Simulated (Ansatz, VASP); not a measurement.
WC (Qusongite): VASP beside Ansatz

```
W C
1.0
     2.90650    0.00000    0.00000
    -1.45325    2.51710    0.00000
     0.00000    0.00000    2.83660
W C
1 1
Direct
  0.00000 0.00000 0.00000
  0.66667 0.33333 0.50000
```

Alike in both runs: task single point; functional PBE; k mesh 10 × 10 × 9; occupations gaussian, width 0.03 eV; no spin polarisation.

```csv
,VASP,Ansatz
version,VASP 6.6.1,Ansatz 0.2.0
potentials or method,"VASP PAW PBE potentials, release 64 (W_sv, C)",Ansatz PAW
plane-wave cutoff (eV),520,420
valence electrons in the cell,18,18
```

```tsv
	VASP	Ansatz	Ansatz less VASP
gap on the k mesh at the Fermi level (eV)	none	none	-
pressure (GPa)	6.7	5.6	-1.13
largest component of the traceless stress (GPa)	0.44	0.63	+0.185
```

A gap of «none» marks a metal or a gap that the smearing closes.

Caveats: the pressure holds a Pulay correction of +0.3 GPa for the finite cutoff (Ansatz). The runs have no spin-orbit coupling, so splittings on W are missing.
